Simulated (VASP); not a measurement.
## From VASP inputs to Ansatz: MoS₂ (distorted CdCl2 (3R octahedral) bulk)

INCAR

```
SIGMA = 0.02
LCHARG = .TRUE.
NBANDS = 20
EDIFF = 1E-7
LASPH = .TRUE.
IBRION = -1
NSW = 0
LREAL = .FALSE.
PREC = Accurate
LELF = .TRUE.
ENCUT = 520
NELM = 120
ISMEAR = -1
LWAVE = .FALSE.
ISIF = 2
GGA = PE
```

KPOINTS

```
KPOINTS created by Atomic Simulation Environment
0
Gamma
8 8 8
0 0 0
```

POSCAR

```
Mo S
 1.0000000000000000
     1.6417999999999999    0.9960000000000000    6.2744000000000000
    -1.6420999999999999    0.9628000000000000    6.2794999999999996
    -0.0290000000000000   -1.8897999999999999    6.2664999999999997
 Mo  S
   1   2
Cartesian
 -1.6081339600000000 -0.9090261599999999 12.6055626199999988
 -0.0292270300000000  0.0136588800000000  4.6210585699999998
 -0.0514176599999999  0.0462846000000001 14.2182100400000007
```

VASP ran with the recommended PBE PAW datasets (26 valence electrons in the cell).

Task: Translate these files to an Ansatz input.

Result: 

```yaml
crystal:
  lattice:
    - [1.6418, 0.996, 6.2744]
    - [-1.6421, 0.9628, 6.2795]
    - [-0.029, -1.8898, 6.2665]
  atoms:
    - { symbol: Mo, position: [0.0253, 0.987, 0.9972] }
    - { symbol: S, position: [0.2383, 0.2517, 0.2466] }
    - { symbol: S, position: [0.7456, 0.7634, 0.7574] }
kpoints:
  mp_grid: { grid: [8, 8, 8] }
hamiltonian:
  xc: pbe
scf:
  occupations: { method: fermi_dirac, width: 0.02 }
  n_extra_bands: 4
output:
  forces: true
  stress: true
  eigenvalues: true
```

Other inputs would serve too.

```
                                                                      VASP                             Ansatz
gap between bands v and c on the k mesh  -0.17 eV (bands overlap: a metal)  -0.17 eV (bands overlap: a metal)
         least direct gap on the k mesh                            0.11 eV                            0.11 eV
                               pressure                          -11.7 GPa                          -11.6 GPa
                          largest force                          1.98 eV/Å                          1.97 eV/Å
```

Datasets and cutoffs are each program's own. VASP's cell holds 26 valence electrons and Ansatz's 26. Ansatz's stress includes a Pulay correction; VASP's doesn't.
